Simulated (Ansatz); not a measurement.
The system is CuO.

```xyz
2
Lattice="0.0000 2.1166 2.1166 2.1166 0.0000 2.1166 2.1166 2.1166 0.0000" Properties=species:S:1:pos:R:3 pbc="T T T"
Cu    1.9814    1.9843    0.1219
O     2.2518    2.2488    1.9946
```

The cell comes from a database or a generator and needn't be the stable form of this composition.

| Item | Value |
| --- | --- |
| Program | Ansatz 0.2.0 |
| Task | relaxation of cell and atoms |
| Functional | RPBE |
| Dispersion | D3(BJ) |
| Potentials or basis | Ansatz PAW |
| Cutoff | 420 eV (not typed: the program's choice for these potentials) |
| k mesh | 11 × 11 × 11 |
| Occupations | fermi-dirac, width 0.05 eV |
| Spin | no spin polarisation |

At the start: volume 9.48 Å³/atom.

Question: How do energy, volume and symmetry change on relaxing?

Answer: It ends after 10 steps and the volume is 8.61 Å³/atom (-9.2 %); space group Fm-3m (No. 225, to 0.05 Å).

The path:
| step | energy change (eV) | largest force (eV/Å) | volume (Å³) |
| --- | --- | --- | --- |
| 1 | 0.0000 | 1.0978 | 18.96 |
| 2 | -0.1027 | 1.4014 | 18.27 |
| 3 | -0.3420 | 1.3497 | 17.71 |
| 4 | -0.5552 | 0.0111 | 17.30 |
| 5 | -0.5599 | 0.0004 | 17.25 |
| 6 | -0.5608 | 0.0007 | 17.24 |
| 7 | -0.5608 | 0.0001 | 17.24 |
| 8 | -0.5549 | 0.0001 | 17.24 |
| 9 | -0.5551 | 0.0000 | 17.21 |
| 10 | -0.5550 | 0.0000 | 17.21 |

Final structure:
```
Cu O
1.0
     0.00000    2.04930    2.04930
     2.04931    0.00000    2.04931
     2.04931    2.04931   -0.00001
Cu O
1 1
Direct
  0.00000 0.00000 0.00000
  0.50000 0.50000 0.50000
```

Caveat: the plane-wave basis is chosen anew once the cell has moved, so the energies of steps on either side of that aren't comparable; the pressure holds a Pulay correction of +0.8 GPa for the finite cutoff; an odd number of electrons without spin polarisation forces a metal; a magnetic or distorted state may lie lower; the run has no spin polarisation, though such a crystal can be magnetic; pairwise dispersion overbinds metals, which lowers pressure and volume; the PAW data sets come from PBE, with cores solved anew for the run's functional, which leaves a small shift of forces and pressure.
